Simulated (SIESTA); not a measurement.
**Nb under changes of volume**

One of the cells (18.922 Å³/atom); the others are scaled copies at fixed shape and fractional positions:

```
Nb
1.0
     0.00000    2.11500    2.11500
     2.11500    0.00000    2.11500
     2.11500    2.11500    0.00000
Nb
1
Direct
  0.00000 0.00000 0.00000
```

This isn't the form of Nb at room conditions, which is bcc.

```yaml
Program: SIESTA 5.4.2
Functional: PBEsol
Potentials_or_basis: PseudoDojo 0.4 standard (PBEsol files)
Basis: DZP (energy shift 0.003 Ry; two zetas on semicore shells)
Grid_cutoff: 800 Ry
Energy_shift: 0.003 Ry
k_mesh: 11 × 11 × 11
Occupations: fermi-dirac, width 0.05 eV
Spin: no spin polarisation
```

```csv
volume (Å³/atom),energy over the lowest point (meV/atom),pressure (GPa)
17.786,6.53,4.8
18.165,0.00,0.8
18.543,2.47,-2.8
18.922,13.19,-6.1
19.300,31.18,-8.9
19.679,?,?
20.057,85.89,-13.9
```

**Question.** What does the run at 19.679 Å³/atom give?

**Answer.** Energy over the lowest point 55.62 meV/atom; pressure -11.5 GPa.

Worked out: A Birch-Murnaghan fit of order 3 (a polynomial in V^(-2/3)) to the other rows has its minimum at 18.24 Å³/atom with B0 = V·E''(V) = 182 GPa and B' = 4.5. It gives 55.66 meV/atom at 19.679 Å³/atom, against the run's 55.62, and -dE/dV = -11.6 GPa, against -11.5.

Energies are extrapolated to zero smearing.

Caveats: the basis of atomic orbitals isn't converged, which shifts pressures, moduli and gaps.
